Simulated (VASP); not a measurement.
Set up this calculation in VASP 6.6.1, as the native input.

```
Task                   : band structure
Functional             : revPBE
Potentials or basis    : VASP PAW PBE potentials, release 64 (Al)
Cutoff                 : 520 eV
k mesh                 : 11 × 11 × 11
Occupations            : fermi-dirac, width 0.05 eV
Spin                   : no spin polarisation
Further INCAR settings : ALGO = Normal; EDIFF = 1e-07
```

The structure of Al lies in POSCAR:

```
Al
1.0
    0.0000000000      2.0248050000      2.0248050000
    2.0248050000      0.0000000000      2.0248050000
    2.0248050000      2.0248050000      0.0000000000
Al
1
Direct
    0.0000000000      0.0000000000      0.0000000000
```

These files were run (other wordings do the same):

INCAR

```
ALGO = Normal
EDIFF = 1E-7
ENCUT = 520
GGA = RE
ISIF = 2
ISMEAR = -1
LASPH = T
LCHARG = F
LREAL = F
LWAVE = F
NELM = 100
PREC = Accurate
SIGMA = 0.05
```

KPOINTS

```
k-points
0
Gamma
  11 11 11
```

KPOINTS_OPT

```
path GXWKGLUWLK,UX
15
line-mode
reciprocal
 0.0000000000  0.0000000000  0.0000000000  G
 0.5000000000  0.0000000000  0.5000000000  X

 0.5000000000  0.0000000000  0.5000000000  X
 0.5000000000  0.2500000000  0.7500000000  W

 0.5000000000  0.2500000000  0.7500000000  W
 0.3750000000  0.3750000000  0.7500000000  K

 0.3750000000  0.3750000000  0.7500000000  K
 0.0000000000  0.0000000000  0.0000000000  G

 0.0000000000  0.0000000000  0.0000000000  G
 0.5000000000  0.5000000000  0.5000000000  L

 0.5000000000  0.5000000000  0.5000000000  L
 0.6250000000  0.2500000000  0.6250000000  U

 0.6250000000  0.2500000000  0.6250000000  U
 0.5000000000  0.2500000000  0.7500000000  W

 0.5000000000  0.2500000000  0.7500000000  W
 0.5000000000  0.5000000000  0.5000000000  L

 0.5000000000  0.5000000000  0.5000000000  L
 0.3750000000  0.3750000000  0.7500000000  K

 0.6250000000  0.2500000000  0.6250000000  U
 0.5000000000  0.0000000000  0.5000000000  X
```

Potentials or basis: VASP PAW PBE potentials, release 64 (Al).

The run is started by

```bash
$ cat potpaw_PBE.64/Al/POTCAR > POTCAR
$ mpirun -np 1 vasp_std > vasp.out
```

It gave:

```json
{"Pressure": "0.5 GPa", "Band gap along the path": "none (metal or under the smearing width)"}
```

Caveat: the PAW data sets were made with another functional, which shifts forces and pressure a little.

Run time: 5.3 s on 1 thread of Intel(R) Xeon(R) 6975P-C (Granite Rapids), on a shared host, peak memory 0.13 GiB.
